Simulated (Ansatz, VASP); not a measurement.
# TiO2 in two plane-wave programs

Aim: how closely do two programs agree when they are given the same cell, functional and k mesh? Of the first pair: The structure shown is the start of the Ansatz relaxation below; VASP solves that cell, so the two are compared at the walk's first step.

Calculated with Ansatz 0.2.0; plane waves, with VASP 6.6.1 beside it; single point at LDA.

## (1) Set-up

The cell holds 3 atoms: 1 Ti and 2 O. Its edges and angles: a = 2.775 Å, b = 2.775 Å, c = 28.346 Å, α = 90.0°, β = 90.0°, γ = 60.0°. Vacuum lies along c. The height across the vacuum is the one that the program set for its solve, not the one typed.

## (2) Ansatz: relaxation, LDA

Ansatz runs on its default PAW (the set named soft_2) files.

The two programs are compared at the cell with which this relaxation starts, whose forces are those of its first step.

Contents of input.yaml:

```yaml
crystal:
  lattice:
    - [2.7747758475, 1.5e-09, 0.0]
    - [1.3874938, 2.4029652429, 0.0]
    - [0.0, 0.0, 18.80506101]
  atoms:
    - { symbol: Ti, position: [0.0, 0.0, 0.50006882] }
    - { symbol: O, position: [0.33278501, 0.33278501, 0.56043207] }
    - { symbol: O, position: [0.66604039, 0.66604039, 0.43956793] }
  periodic: [true, true, false]
kpoints:
  mp_grid: { grid: [9, 9, 1] }
scf:
  occupations: { method: fermi_dirac, width: 0.05 }
hamiltonian:
  xc: lda
output:
  forces: true
  stress: true
relax:
  f_tol: 0.02
  max_steps: 50
  cell: {}
```

Command:

```console
$ ansatz run input.yaml --threads 1 --pin off --max-ram 4096MiB --backend cpu --events-out ev --progress --plain --runs-dir out
```

Numbers of over 12 decimals in the logs are rounded to 6 here.

The program printed:

```text
Warning: crystal.periodic: the lattice vector that does not repeat stood 0.000° off the slab's normal, 18.805 Å along it as the deck builds it. The run solves the slab on a vector along the normal, 28.346 Å long, with every atom where it was (on the deck's vector they left 16.53 Å outside them, and the widest stretch free of ions among them is 1.14 Å). A fractional position that the run reports is one of the run's ce [...]
crystal.periodic: the lattice vector that does not repeat stood 0.000° off the slab's normal, 18.805 Å along it as the deck builds it. The run solves the slab on a vector along the normal, 28.346 Å long, with every atom where it was (on the deck's vector they left 16.53 Å outside them, and the widest stretch free of ions among them is 1.14 Å). A fractional position that the run reports is one of the run's cell, which [...]
Engine: ansatz 0.2.0, aarch64-unknown-linux-gnu
Pseudopotentials: kind: paw
Pseudopotential: Ti, paw, valence charge 12, recommended cutoff 420 eV (normal), Ti.paw.azcp
Pseudopotential: O, paw, valence charge 6, recommended cutoff 420 eV (normal), O.paw.azcp
Functional definition: SPW92
  exchange = slater_x
  correlation = pw_c
Crystal: 3 atoms, lattice volume = 189.000 Å³
Basis set: ecut = 420 eV, 3707 PW (Γ)
Bands: 16, of which v1, the nominal top of the filled ones, is band 12 counted from 1 (11 counted from 0)
Symmetry: 2 space group operations
Space group: Cm (ITA 8), of the structure as read, at distance tolerance 5.7e-5 Å
k-points: 25 of 81 (time reversal used)
Non-local potential: Ti, projectors of the file, l = 0: 3, l = 1: 2, l = 2: 3, l = 3: 1
Non-local potential: O, projectors of the file, l = 0: 2, l = 1: 2, l = 2: 1
PAW form: soft (Blöchl's): semilocal exchange-correlation on the pseudo side does not see the compensation charge
PAW frozen core: Ti, regenerated for the run's functional, and the local potential with it (the file was generated under x = pbe(κ = 0.804, μ = 0.219515), c = pbe(β = 0.066725))
PAW frozen core: O, regenerated for the run's functional, and the local potential with it (the file was generated under x = pbe(κ = 0.804, μ = 0.219515), c = pbe(β = 0.066725))
PAW one-centre angular grid: Ti, 590 points (default); XC on 64 Gauss nodes
PAW one-centre angular grid: O, 110 points (default); XC on 64 Gauss nodes
Initial density: superposition of atomic densities (neutral atoms: chi_scale 0, normalization atom), corrected by the library's trained network
Initial wavefunctions: pseudopotential atomic-orbital guess
Functional: x = slater, c = lda
SCF iter   1: F=—  HF=-3564.055647 eV  |F-HF|=—  |Δ(HF+E_count)|=         —  Δρ=1.17e-2  dr2=2.92e-1  ethr=1.77e-3  ⟨swp⟩=12.6  Hψ=3593  notcnv=0
[...]
Crystal: 3 atoms, lattice volume = 211.014 Å³
Basis set: ecut = 420 eV, 4079 PW (Γ)
iter 1 solved again at ethr=2.95e-6 eV; its pass at ethr=3.10e-3 eV (dr2=7.08e-4 eV) is discarded
SCF iter   1: F=—  HF=-3564.656319 eV  |F-HF|=—  |Δ(HF+E_count)|=         —  Δρ=5.17e-4  dr2=5.78e-4  ethr=2.95e-6  ⟨swp⟩=3.6  Hψ=3891  notcnv=0
preconditioner: auto → none  [insulator: Δε(μ)=2.842 eV  Ē_g=10.231 eV  σ=0.050 eV  W_gap=1.00  n_scr=16 (ndim 8)  ℏωp=10.2 eV  f_vac=0.824  D(μ)=0.00/eV (n_scr^D=0)  ε∞_Penn≈2.0]
SCF iter   2: F=—  HF=-3564.656427 eV  |F-HF|=—  |Δ(HF+E_count)|=   1.08e-4  Δρ=7.56e-4  dr2=1.23e-3  ethr=2.41e-6  ⟨swp⟩=3.2  Hψ=756  notcnv=0
SCF iter   3: F=—  HF=-3564.656218 eV  |F-HF|=—  |Δ(HF+E_count)|=   2.09e-4  Δρ=2.04e-4  dr2=7.11e-5  ethr=2.41e-6  ⟨swp⟩=3.1  Hψ=657  notcnv=0
SCF iter   4: F=—  HF=-3564.656277 eV  |F-HF|=—  |Δ(HF+E_count)|=   5.85e-5  Δρ=2.63e-5  dr2=1.43e-6  ethr=2.96e-7  ⟨swp⟩=3.1  Hψ=789  notcnv=0
SCF iter   5: F=—  HF=-3564.656278 eV  |F-HF|=—  |Δ(HF+E_count)|=   1.28e-6  Δρ=4.72e-5  dr2=1.04e-5  ethr=1.25e-9  ⟨swp⟩=8.7  Hψ=2141  notcnv=0
SCF iter   6: F=—  HF=-3564.656277 eV  |F-HF|=—  |Δ(HF+E_count)|=   1.29e-6  Δρ=1.03e-5  dr2=4.31e-7  ethr=5.94e-9  ⟨swp⟩=2.0  Hψ=602  notcnv=0
SCF iter   7: F=-3564.656277 eV  HF=-3564.656277 eV  |F-HF|=2.83e-9  |Δ(HF+E_count)|=   5.42e-8  Δρ=1.62e-6  dr2=4.22e-9  ethr=1.25e-9  ⟨swp⟩=7.0  Hψ=1671  notcnv=0
SCF 6 converged in 7 iterations: F = -3564.656277 eV  dr2 = 4.22e-9
relax step   6: F+E_penalty+E_count = -3564.65627696 eV  Δ(F+E_penalty+E_count) = -4.105e-4 eV  max|allowed force component| = 5.047e-3 eV/Å  Δτ_max = 0.0046 Å  P = +0.176 N/m  Ω = 211.014 Å³  energy of the carried Pulay correction = -1.515e-3 eV  fix = [c, alpha, beta]  reactions: c +0.000 N/m; alpha +0.000, beta +0.000 N/m/rad  (7 SCF iters, dr2 threshold 3.00e-7 eV, accepted)
[...]
relax step   7: F+E_penalty+E_count = -3564.65601408 eV  Δ(F+E_penalty+E_count) = +2.629e-4 eV  max|allowed force component| = 2.222e-4 eV/Å  Δτ_max = 0.0012 Å  P = +0.006 N/m  Ω = 211.334 Å³  energy of the carried Pulay correction = -1.847e-3 eV  fix = [c, alpha, beta]  reactions: c +0.000 N/m; alpha +0.000, beta +0.000 N/m/rad  (6 SCF iters, dr2 threshold 5.17e-8 eV, accepted)
[...]
relax step   8: F+E_penalty+E_count = -3564.65600254 eV  Δ(F+E_penalty+E_count) = +1.154e-5 eV  max|allowed force component| = 6.508e-5 eV/Å  Δτ_max = 0.0000 Å  P = +0.000 N/m  Ω = 211.345 Å³  energy of the carried Pulay correction = -1.859e-3 eV  fix = [c, alpha, beta]  reactions: c +0.000 N/m; alpha +0.000, beta +0.000 N/m/rad  (6 SCF iters, accepted)
[...]
relax step   9: F+E_penalty+E_count = -3564.65784132 eV  Δ(F+E_penalty+E_count) = -1.839e-3 eV  max|allowed force component| = 6.289e-5 eV/Å  Δτ_max = 0.0000 Å  P = +0.014 N/m  Ω = 211.345 Å³  fix = [c, alpha, beta]  reactions: c +0.000 N/m; alpha +0.000, beta +0.000 N/m/rad  stress off target by 1.44e-2 N/m on what of the cell is left free  SCF on the basis re-selected at this cell (its energy is not comparable with the rows above)  (8 SCF iters)
basis re-selected at this cell: Δ(F+E_penalty+E_count) = -1.839e-3 eV, ΔP = +0.014 N/m vs the last step (what re-selecting the basis moved, of the pressure what is left beyond the Pulay correction that the steps carried, after the strain that the cell walked since its last selection, with what the two solves' SCF thresholds leave and, on support functions, any second-order correction that the steps lacked; it is no m [...]
SCF converged after 8 iterations
Free energy (F): -3564.657841 eV
Harris-Foulkes:  -3564.657841 eV  (|F-HF|=5.00e-11)
Internal energy: -3564.657841 eV  (E = F + TS)
E sigma→0 (E₀):  -3564.657841 eV
Fermi energy:    -7.198493 eV
--- Per-component energies (eV) ---
  E_band       = -602.376704
  E_kinetic    = 622.726361
  E_local      = -44466.230301  (includes V_loc(G=0)·N_el)
  E_nonlocal   = 106.268676
  E_hartree    = 21842.927451
  E_xc         = -242.916316
  E_vxc        = -309.747397  (∫ρ·V_xc dr)
  E_paw        = -1290.700909  (= ΣΔE_a)
  E_vpaw       = -241.254221  (= ΣTr[D̂ρ^β])
  E_aug_tail   = 0.005193  (compensation charges beyond the density's cutoff)
  E_ewald      = 19862.742211
  E_core_change = 0.519793  (= ΣΔE_core)
  E_smearing   = -0.000000  (= −TS)
  E_closure    = 0.000000  (closes the sum)
  Σ components = -3564.657841   (vs F -3564.657841, Δ=0.00e0)
--- Forces (eV/Å), atoms counted from 1 ---
  atom   1  Ti     0.00006321     0.00003649     0.00076311
  atom   2  O     -0.00002113    -0.00001220     0.00070616
  atom   3  O     -0.00004111    -0.00002373     0.00076759
  max |Σ_I F_I| component: 2.24e-3 eV/Å
--- 2D stress c σ (N/m, compression-positive) ---
        0.014345       0.000011       0.000000
        0.000011       0.014332      -0.000000
        0.000000      -0.000000       0.000000
  P = ½ c Tr σ = 0.0143 N/m
--- Relaxed structure (7 steps of the walk, 7 accepted, 2 SCFs on fresh bases) ---
  F+E_penalty+E_count = -3564.65784132 eV   max|allowed force component| = 6.289e-5 eV/Å   (the final SCF, on the basis selected at the relaxed cell)
  cell:  # Å, volume = 211.3449 Å³
    - [2.934181, -6.428170300655761e-5, 0]
    - [1.467147, 2.541043, 0]
    - [0, 0, 28.345715]
  atoms:
    - { symbol: Ti, position: [-0.000395089, -0.000395089, 0.331724] }
    - { symbol: O, position: [0.332943, 0.332943, 0.365284] }
    - { symbol: O, position: [0.666277, 0.666277, 0.298166] }
```

## (3) VASP: single point, LDA, start cell, pair 1

The same cell, functional (in two slightly different forms), mesh and smearing now go to VASP, with its own data sets.

Lines of VASP's logs that name or quote its potential files are left out, and so is its time.

Contents of INCAR:

```
SYSTEM = TiO2
PREC = Accurate
ENCUT = 520
EDIFF = 1E-06
NELM = 120
ISMEAR = -1
SIGMA = 0.05
LREAL = .FALSE.
ALGO = Normal
GGA = CA
NBANDS = 18
LASPH = .TRUE.
LORBIT = 11
LWAVE = .FALSE.
LCHARG = .FALSE.
ISIF = 2
LDIPOL = .TRUE.
IDIPOL = 3
DIPOL = 0.5 0.5 0.332
LVHAR = .TRUE.
GGA_COMPAT = .FALSE.
EFERMI = MIDGAP
NELMDL = -8
```

Contents of POSCAR:

```
TiO2
1.0
    2.7747760000      0.0000000000      0.0000000000
    1.3874940000      2.4029650000      0.0000000000
    0.0000000000      0.0000000000     28.3457150000
Ti O
1 2
Direct
    0.0000000000      0.0000000000      0.3317547291
    0.3327849312      0.3327851217      0.3718007819
    0.6660403608      0.6660404958      0.2916173397
```

Contents of KPOINTS:

```
Automatic mesh
0
Gamma
9 9 1
0 0 0
```

PAW data sets: Ti_sv and O (LDA family, release 64).

Command:

```console
$ mpirun -np 1 vasp_std
```

The program printed:

```text
[banner, memory and clock lines left out]
running    1 mpi-ranks, on    1 nodes
 distrk:  each k-point on    1 cores,    1 groups
 distr:  one band on    1 cores,    1 groups

 POSCAR found type information on POSCAR TiO
 POSCAR found :  2 types and       3 ions
 LDA part: xc-table for (Slater(with rela. corr.)+CA(PZ))
 , standard interpolation
 POSCAR, INCAR and KPOINTS ok, starting setup
 FFT: planning ... GRIDC
 FFT: planning ... GRID_SOFT
 FFT: planning ... GRID
 WAVECAR not read
 entering main loop
       N       E                     dE             d eps       ncg     rms          rms(c)
DAV:   1     0.229296528310E+03    0.22930E+03   -0.12214E+04  1108   0.109E+03
DAV:   2    -0.175351152768E+01   -0.23105E+03   -0.22236E+03  1190   0.307E+02
DAV:   3    -0.340449067384E+02   -0.32291E+02   -0.32172E+02  1394   0.117E+02
DAV:   4    -0.352093480192E+02   -0.11644E+01   -0.11630E+01  1248   0.209E+01
DAV:   5    -0.352574939828E+02   -0.48146E-01   -0.48137E-01  1340   0.351E+00
DAV:   6    -0.352587900654E+02   -0.12961E-02   -0.12961E-02  1286   0.504E-01
DAV:   7    -0.352588117410E+02   -0.21676E-04   -0.21676E-04  1390   0.681E-02
DAV:   8    -0.352588119814E+02   -0.24044E-06   -0.24036E-06  1228   0.714E-03    0.220E+01
DAV:   9    -0.297629502361E+02    0.54959E+01   -0.52902E+01  1184   0.802E+01    0.121E+01
DAV:  10    -0.286868586213E+02    0.10761E+01   -0.21049E+01  1174   0.443E+01    0.856E+00
DAV:  11    -0.285916586285E+02    0.95200E-01   -0.63887E+00  1004   0.304E+01    0.630E+00
DAV:  12    -0.281931010756E+02    0.39856E+00   -0.18597E+00   964   0.147E+01    0.816E-01
DAV:  13    -0.282006044135E+02   -0.75033E-02   -0.49728E-02  1016   0.206E+00    0.953E-01
DAV:  14    -0.281941256720E+02    0.64787E-02   -0.29910E-02  1078   0.201E+00    0.342E-01
[...]
DAV:  20    -0.281928547048E+02   -0.96735E-04   -0.23077E-05  1162   0.467E-02    0.726E-03
DAV:  21    -0.281929947023E+02   -0.14000E-03   -0.12249E-05  1064   0.181E-02    0.404E-03
DAV:  22    -0.281930438580E+02   -0.49156E-04   -0.24844E-06  1014   0.867E-03    0.425E-03
DAV:  23    -0.281930813398E+02   -0.37482E-04   -0.35896E-06  1048   0.155E-02    0.327E-03
DAV:  24    -0.281930915171E+02   -0.10177E-04   -0.60556E-07   886   0.858E-03    0.444E-04
DAV:  25    -0.281930985839E+02   -0.70668E-05   -0.34349E-07   842   0.479E-03    0.160E-03
DAV:  26    -0.281931012183E+02   -0.26344E-05   -0.10989E-07   786   0.359E-03    0.348E-04
DAV:  27    -0.281931018778E+02   -0.65947E-06   -0.25878E-08   600   0.167E-03
   1 F= -.28193102E+02 E0= -.28193102E+02  d E =-.279538E-09
```

From OUTCAR (step 3):

```text
ion  position               nearest neighbor table
   1  0.000  0.000  0.332-   2 1.96   3 1.96   3 1.96   2 1.96   2 1.96   3 1.97
   2  0.333  0.333  0.372-   1 1.96   1 1.96   1 1.96
   3  0.666  0.666  0.292-   1 1.96   1 1.96   1 1.97

  LATTYP: Found a base centered orthorhombic cell.
 ALAT       =     2.7746697351
 B/A-ratio  =     1.7321391436
 C/A-ratio  =    10.2158879097

 Subroutine GETGRP returns: Found  2 space group operations
 (whereof  2 operations were pure point group operations)

The static configuration has the point symmetry C_1h.

 Found     25 irreducible k-points:

   k-points           NKPTS =     25   k-points in BZ     NKDIM =     25   number of bands    NBANDS=     18

   dimension x,y,z NGX =    24 NGY =   24 NGZ =  216
   dimension x,y,z NGXF=    48 NGYF=   48 NGZF=  432

   ENCUT  =  520.0 eV  38.22 Ry    6.18 a.u.   5.16  5.16 52.70*2*pi/ulx,y,z

   NELECT =      24.0000    total number of electrons

 k-points in reciprocal lattice and weights: Automatic mesh
   0.00000000  0.00000000  0.00000000       0.012
   0.11111111  0.00000000  0.00000000       0.049
   0.22222222  0.00000000  0.00000000       0.049
   0.33333333 -0.00000000  0.00000000       0.049
   0.44444444  0.00000000  0.00000000       0.049
   0.11111111  0.11111111  0.00000000       0.025
   0.22222222  0.11111111  0.00000000       0.049
   0.33333333  0.11111111  0.00000000       0.049
   0.44444444  0.11111111  0.00000000       0.049
[...]
0.44444444  0.44444444  0.00000000       0.025
  -0.44444444  0.44444444  0.00000000       0.025

 dipolmoment           0.000000      0.000000     -0.000719 electrons x Angstroem

 average (electrostatic) potential at core
       1 -87.0080       2 -81.6394       3 -81.6259

 E-fermi :  -5.9529

 k-point     1 :       0.0000    0.0000    0.0000
  band No.  band energies     occupation
    ...
      8      -9.9067      2.00000
      9      -9.9067      2.00000
     10      -8.0619      2.00000
     11      -6.9534      2.00000
     12      -6.9532      2.00000
     13      -4.2129      0.00000
     14      -4.2123      0.00000
     15      -3.2242      0.00000
     16      -0.5182      0.00000
     17      -0.5160      0.00000
    ...

 k-point     2 :       0.1111    0.0000    0.0000
  band No.  band energies     occupation
    ...
      8     -10.2712      2.00000
      9      -9.7959      2.00000
     10      -7.7307      2.00000
     11      -7.6359      2.00000
     12      -7.2448      2.00000
     13      -4.1858      0.00000
     14      -3.8960      0.00000
     15      -3.1704      0.00000
     16      -0.7757      0.00000
     17      -0.5011      0.00000
    ...

 k-point     3 :       0.2222    0.0000    0.0000
  band No.  band energies     occupation
    ...
      8     -10.2584      2.00000
      9      -9.5920      2.00000
     10      -9.1746      2.00000
     11      -7.6919      2.00000
     12      -7.3610      2.00000
     13      -4.3685      0.00000
     14      -3.3259      0.00000
     15      -2.9231      0.00000
     16      -0.9388      0.00000
     17      -0.4100      0.00000
    ...

  Total        3.5963576      3.5987950     -5.6900602     -0.0021114     -0.0022796     -0.0039486
  in kB       30.4867172     30.5073793    -48.2352634     -0.0178987     -0.0193244     -0.0334729
  external PRESSURE =       4.2529444 kB  Pullay stress =       0.0000000 kB

  energy-cutoff  :      520.00
  volume of cell :      189.00
      direct lattice vectors                 reciprocal lattice vectors
     2.774776000  0.000000000  0.000000000     0.360389451 -0.208092170  0.000000000
     1.387494000  2.402965000  0.000000000     0.000000000  0.416152545  0.000000000
     0.000000000  0.000000000 28.345715000     0.000000000  0.000000000  0.035278701

 POSITION                                       TOTAL-FORCE (eV/Angst)
 -----------------------------------------------------------------------------------
      0.00000      0.00000      9.40383        -0.002883     -0.001664     -0.041006
      1.38514      0.79967     10.53896        -0.000350     -0.000202     -2.461725
      2.77224      1.60047      8.26610         0.003233      0.001867      2.502731
 -----------------------------------------------------------------------------------
    total drift:                                0.000412     -0.000345      0.000175

  FREE ENERGIE OF THE ION-ELECTRON SYSTEM (eV)
  ---------------------------------------------------
  free  energy   TOTEN  =       -28.1931018778 eV

  energy  without entropy=      -28.1931018775  energy(sigma->0) =      -28.19310188

 vacuum level on the upper side and lower side of the slab         2.087         2.106

 total charge
# of ion       s       p       d       tot
------------------------------------------
    1        2.236   6.344   1.905  10.486
    2        1.576   3.410   0.000   4.986
    3        1.576   3.409   0.000   4.985
--------------------------------------------------
tot          5.388  13.164   1.905  20.457

[... 3 further parts left out ...]
```

(Part 1 of 2 ends here.)

[Lines on the potential files, build, host, timing and source positions are cut from VASP's logs without a mark.]

[Logs are printed without paths, hosts, clocks, repeated set-up lines and the standing remarks that a program may print on its own settings, such as how far it seeks lower states.]

[Hosts, paths, dates, database ids (printed as entryN), source tags and the programs' standing remarks are cut or masked in the printed files.]
